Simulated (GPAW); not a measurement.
# MoS2 in GPAW: single point with PBE

Aim: the single point of MoS2 with PBE.

Program: GPAW 26.7.0. These are calculated values, not measurements. Logs are shortened: lines on timing, memory, paths and dates and some standing lists are left out, and cuts for length are marked. The log counts tension as positive stress, the text compression.

### 1 The structure

The cell holds a slab with vacuum, 9 atoms: a = 3.184 Å, b = 3.184 Å, c = 28.387 Å, α = 90.00°, β = 90.00°, γ = 120.00°.

### 2 Single point, PBE

The input, run.py:

```python
from ase.dft.bandgap import bandgap
from ase.io import read, write
from ase.units import GPa
from gpaw import GPAW, PW

atoms = read('MoS2.xyz')

calc = GPAW(mode=PW(450),
            xc='PBE',
            kpts={'size': (8, 8, 1), 'gamma': True},
            occupations={'name': 'fermi-dirac', 'width': 0.05},
            nbands=67,
            maxiter=120,
            txt='gpaw.txt')
atoms.calc = calc
energy = atoms.get_potential_energy()
forces = atoms.get_forces()
stress = atoms.get_stress()
calc.write('gs.gpw')
write('result.traj', atoms)
print(f'Energy: {energy:.6f} eV')
print('Forces (eV/A):')
print(forces.round(4))
print('Stress (GPa):', (stress / GPa).round(3))
print('Fermi level:', round(calc.get_fermi_level(), 4), 'eV')
print(f'Gap: {bandgap(calc)[0]:.4f} eV, direct: {bandgap(calc, direct=True)[0]:.4f} eV')
```

The input, MoS2.xyz:

```xyz
9
Lattice="3.1840155185 0.0000000000 0.0000000000 -1.5920077592 2.7574383250 0.0000000000 0.0000000000 0.0000000000 28.3873198000" Properties=species:S:1:pos:R:3 pbc="T T T"
Mo    -0.0000000001      1.8382922168      6.4769862931
Mo    -0.0000000001      1.8382922168     21.9103335069
Mo     1.5920077594      0.9191461082      0.0000000000
S      1.5920077594      0.9191461082      4.9250038289
S      1.5920077594      0.9191461082     20.3590312029
S     -0.0000000001      1.8382922168     26.8355019823
S      1.5920077594      0.9191461082      8.0282885971
S      1.5920077594      0.9191461082     23.4623159711
S     -0.0000000001      1.8382922168      1.5518178177
```

Potentials or basis: GPAW PAW data sets (gpaw-data 1.2.1), pw.

Started as:

```sh
$ OMP_NUM_THREADS=1 python run.py
```

gpaw.txt:

```text
__  _  _
 | _ |_)|_||  |
 |__||  | ||/\| - 26.7.0

Input parameters:
  mode=PW(ecut=450.00000000000006),
  kpts=MonkhorstPack(size=(8, 8, 1), gamma=True),
  maxiter=120,
  nbands=67,
  occupations=Occupations(name='fermi-dirac', width=0.05),
  xc=XC(name='PBE')

Diagonalizing LCAO Hamiltonian
Converting LCAO to pw mode

        S

           S

        Mo

           S

           S

        Mo

           S

        S

           Mo

Atoms  # Å, Bohr magnetons
|   | symbol |         x |        y |         z |    initial magnetic moments |
|---|--------|-----------|----------|-----------|-----------------------------|
| 0 |     Mo | -0.000000 | 1.838292 |  6.476986 | ( 0.0000,  0.0000,  0.0000) |
| 1 |     Mo | -0.000000 | 1.838292 | 21.910334 | ( 0.0000,  0.0000,  0.0000) |
| 2 |     Mo |  1.592008 | 0.919146 |  0.000000 | ( 0.0000,  0.0000,  0.0000) |
| 3 |      S |  1.592008 | 0.919146 |  4.925004 | ( 0.0000,  0.0000,  0.0000) |
| 4 |      S |  1.592008 | 0.919146 | 20.359031 | ( 0.0000,  0.0000,  0.0000) |
| 5 |      S | -0.000000 | 1.838292 | 26.835502 | ( 0.0000,  0.0000,  0.0000) |
| 6 |      S |  1.592008 | 0.919146 |  8.028289 | ( 0.0000,  0.0000,  0.0000) |
| 7 |      S |  1.592008 | 0.919146 | 23.462316 | ( 0.0000,  0.0000,  0.0000) |
| 8 |      S | -0.000000 | 1.838292 |  1.551818 | ( 0.0000,  0.0000,  0.0000) |

Unit cell  # Å
| periodic |         x |        y |         z |   lengths |     angles |
|----------|-----------|----------|-----------|-----------|------------|
|      yes |  3.184016 | 0.000000 |  0.000000 |  3.184016 |  90.000000 |
|      yes | -1.592008 | 2.757438 |  0.000000 |  3.184016 |  90.000000 |
|      yes |  0.000000 | 0.000000 | 28.387320 | 28.387320 | 120.000000 |

Number of symmetries: 12
Symmetry operations  # r_c * U_cc + t_c -> r_c
|    | kind |            matrix            |
|----|------|------------------------------|
|  0 |  σ   |  1, 1, 0,  0,-1, 0,  0, 0, 1 |
|  1 |  C2  |  1, 1, 0,  0,-1, 0,  0, 0,-1 |
|  2 |  E   |  1, 0, 0,  0, 1, 0,  0, 0, 1 |
|  3 |  σ   |  1, 0, 0,  0, 1, 0,  0, 0,-1 |
|  4 |  C3  |  0, 1, 0, -1,-1, 0,  0, 0, 1 |
|  5 |  S3  |  0, 1, 0, -1,-1, 0,  0, 0,-1 |
|  6 |  σ   |  0,-1, 0, -1, 0, 0,  0, 0, 1 |
|  7 |  C2  |  0,-1, 0, -1, 0, 0,  0, 0,-1 |
|  8 |  σ   | -1, 0, 0,  1, 1, 0,  0, 0, 1 |
|  9 |  C2  | -1, 0, 0,  1, 1, 0,  0, 0,-1 |
| 10 |  C3  | -1,-1, 0,  1, 0, 0,  0, 0, 1 |
| 11 |  S3  | -1,-1, 0,  1, 0, 0,  0, 0,-1 |

BZ-sampling:
  Number of BZ points: 64
  Number of IBZ points: 10

  Monkhorst-Pack size: [8, 8, 1]
  Monkhorst-Pack shift: [0.0625, 0.0625, 0.0]

K-points  # in reciprocal-cell coordinates
|   |                                coordinates |     weight |
|---|--------------------------------------------|------------|
| 0 | (  0.00000000,   0.00000000,   0.00000000) | 0.01562500 |
| 1 | (  0.12500000,   0.00000000,   0.00000000) | 0.09375000 |
| 2 | (  0.25000000,  -0.12500000,   0.00000000) | 0.09375000 |
| 3 | (  0.25000000,   0.00000000,   0.00000000) | 0.09375000 |
| 4 | (  0.37500000,  -0.12500000,   0.00000000) | 0.18750000 |
| 5 | (  0.37500000,   0.00000000,   0.00000000) | 0.09375000 |
| 6 | (  0.37500000,   0.37500000,   0.00000000) | 0.09375000 |
| 7 | (  0.50000000,   0.25000000,   0.00000000) | 0.09375000 |
| 8 | (  0.50000000,   0.37500000,   0.00000000) | 0.18750000 |
| 9 | (  0.50000000,   0.50000000,   0.00000000) | 0.04687500 |

Plane wave coefficients: 5487
Cutoff: 450.00000000000006 eV

Spin-components: 1 (collinear spins)
Bands:           67
Projectors:      48
Spin-degeneracy: 2
Datatype:        complex128

Parallelization:
  kpt:    1
  domain: 1
  band:   1

Density:
  Valence electrons: 78.0
  Components: 1
  Grid points: [ 16  16 140]
  Charge: 0.0  # |e|

Potential:
  Grid points: [ 16  16 140]

species:
  Mo:
    name:    Molybdenum
    Z:       42.0
    valence: 14
    core:    28
    charge:  0.0  # [|e|]
    compensation charges:
      type: gauss
      rc: 0.38  # [Å]
      lmax: 2
    cutoffs:
      filter: 2.16  # [Å]
      core: 1.42  # [Å]
    projectors
    | kind |    occ | energy [eV] | rcut [Å] |
    |------|--------|-------------|----------|
    |   4s |  2.000 |     -64.307 |    1.238 |
    |   5s |  1.000 |      -4.084 |    1.238 |
    |   4p |  6.000 |     -38.491 |    1.296 |
    |   5p |  0.000 |      -1.044 |    1.296 |
    |   4d |  5.000 |      -3.754 |    1.296 |
    |    d |        |      23.458 |    1.296 |

    Using partial waves for Mo as LCAO basis

  S:
    name:    Sulfur
    Z:       16.0
    valence: 6
    core:    10
    charge:  0.0  # [|e|]
    compensation charges:
      type: gauss
      rc: 0.24  # [Å]
      lmax: 2
    cutoffs:
      filter: 1.77  # [Å]
      core: 1.66  # [Å]
    projectors
    | kind |    occ | energy [eV] | rcut [Å] |
    |------|--------|-------------|----------|
    |   3s |  2.000 |     -17.254 |    0.974 |
    |   3p |  4.000 |      -7.008 |    0.979 |
    |    s |        |       9.957 |    0.974 |
    |    p |        |      20.203 |    0.979 |
    |    d |        |       0.000 |    0.900 |

    Using partial waves for S as LCAO basis

Reference energy: -395547.937280  # eV

eigensolver:
  PPCG
  Converge bands: occupied
  niter=2

density mixing:
  MSR1-Mixer
  Pratt-step length: 0.05
  Maximum mixing coefficient: 0.75
  Old densities: 10
  SVD Regularization: 0.005
  Good broyden scale: 1.0
  Trust region scale: 1.0
  Backstep threshold: 4.0
  History deletion threshold: 6.0
  Fourier metric: weight=20.0, sigma=0.015

occupation numbers:
  Fermi-Dirac:
    width: 0.0500  # eV

poisson solver:
  ecut: 3600.0000000000005  # eV

xc functional:
  name: PBE with 2 nearest neighbor stencil

convergence criteria:
- Maximum [total energy] change in last 3 cyles: 0.0005 eV / valence electron
- Maximum integral of absolute [dens]ity change: 0.0001 electrons / valence electron
- Maximum integral of absolute [eigenst]ate change: 4e-08 eV^2 / valence electron
maximum number of iterations: 120

SCF iterations
|iter     | |      energy | eigst |  dens |
|---------|-|-------------|-------|-------|
|iter:   1| |  -70.831867 | +0.55 |       |
|iter:   2| |  -69.497220 | -0.81 | -0.96 |
|iter:   3| |  -66.662461 | -1.06 | -1.05 |
|iter:   4| |  -66.288981 | -1.46 | -1.36 |
|iter:   5| |  -66.477328 | -2.17 | -1.76 |
|iter:   6| |  -66.302512 | -2.41 | -1.82 |
|iter:   7| |  -66.284500 | -2.86 | -2.13 |
|iter:   8| |  -66.276339c| -3.55 | -2.41 |
|iter:   9| |  -66.276246c| -4.64 | -3.06 |
|iter:  10| |  -66.276252c| -5.57 | -3.45 |
|iter:  11| |  -66.276252c| -6.63 | -4.19c|
|iter:  12| |  -66.276252c| -7.68c| -4.67c|

Converged in 12 steps
Energy contributions relative to reference atoms: (reference = -395547.937280)

Energy contributions:
  Kinetic:          -3.165520
  Coulomb:         -15.829498
  Zero:             -0.529697
  External:          0.000000
  Xc:              -46.751537
  Entropy:          -0.000000
  Spinorbit:         0.000000
  ----------------------------
  Free energy:     -66.276252
  Extrapolated:    -66.276252

dipole moment: (0.564432, -0.325872, -106.259660)  # |e|*Ang

Fermi level: 3.769
Eigenvalues  # (at kpt = [0.000, 0.000, 0.000])
| band index |      eig [eV] | occ [0-2] |
|------------|---------------|-----------|
|          0 |       -58.197 |     2.000 |
|        ... |               |           |
|         31 |         1.198 |     2.000 |
|         32 |         1.198 |     2.000 |
|         33 |         1.204 |     2.000 |
|         34 |         1.204 |     2.000 |
|         35 |         1.548 |     2.000 |
|         36 |         2.544 |     2.000 |
|         37 |         2.908 |     2.000 |
|         38 |         3.177 |     2.000 |
|         39 |         5.471 |     0.000 |
|         40 |         5.471 |     0.000 |
|         41 |         5.478 |     0.000 |
|         42 |         5.478 |     0.000 |
|         43 |         5.482 |     0.000 |
|         44 |         5.482 |     0.000 |
|         45 |         5.722 |     0.000 |
|         46 |         5.722 |     0.000 |
|        ... |               |           |
|         66 |        13.511 |     0.000 |

Gap: 1.333 eV
Transition (v -> c):
  (s=0, k=0, n=38, [0.00, 0.00, 0.00]) -> (s=0, k=6, n=39, [0.38, 0.38, 0.00])
Direct/indirect transitions are different
Direct gap: 1.916 eV
Transition at: (s=0, k=6, n=38, [0.38, 0.38, 0.00])

Forces  # eV/Ang
|        x |        y |        z |
|----------|----------|----------|
| -0.00000 |  0.00000 |  0.00443 |  # Mo   0
| -0.00000 |  0.00000 | -0.00443 |  # Mo   1
|  0.00000 |  0.00000 |  0.00000 |  # Mo   2
|  0.00000 | -0.00000 | -0.17769 |  # S    3
|  0.00000 | -0.00000 | -0.22505 |  # S    4
|  0.00000 |  0.00000 | -0.17867 |  # S    5
| -0.00000 | -0.00000 |  0.22505 |  # S    6
|  0.00000 |  0.00000 |  0.17769 |  # S    7
| -0.00000 |  0.00000 |  0.17867 |  # S    8

Stress tensor  # eV/Ang^3
|         x |         y |         z |
|-----------|-----------|-----------|
| -0.002484 |  0.000000 |  0.000000 |
|  0.000000 | -0.002484 |  0.000000 |
|  0.000000 |  0.000000 | -0.008855 |

# Writing to gs.gpw (mode='')
```

Run time: 63 s. Hardware: 1 thread of Intel Xeon Platinum 8375C at 2.90GHz (Ice Lake), shared host; peak memory 0.28 GiB.

Results:

```yaml
Free_energy: -66.2763 eV
Largest_force: 0.225 eV/Å
Band_gap_on_the_k_mesh: 1.33 eV, indirect (least direct gap 1.92 eV)
```

Forces in eV/Å, atoms in the order of the input:
```
Mo   0.000  0.000  0.004
Mo   0.000  0.000 -0.004
Mo   0.000  0.000  0.000
S    0.000  0.000 -0.178
S    0.000  0.000 -0.225
S    0.000  0.000 -0.179
S    0.000  0.000  0.225
S    0.000  0.000  0.178
S    0.000  0.000  0.179
```

Caveat: the cutoff is short for stress and forces, so pressures can be off by a GPa or more. A hybrid or GW would open this gap; PBE tends to underestimate it.
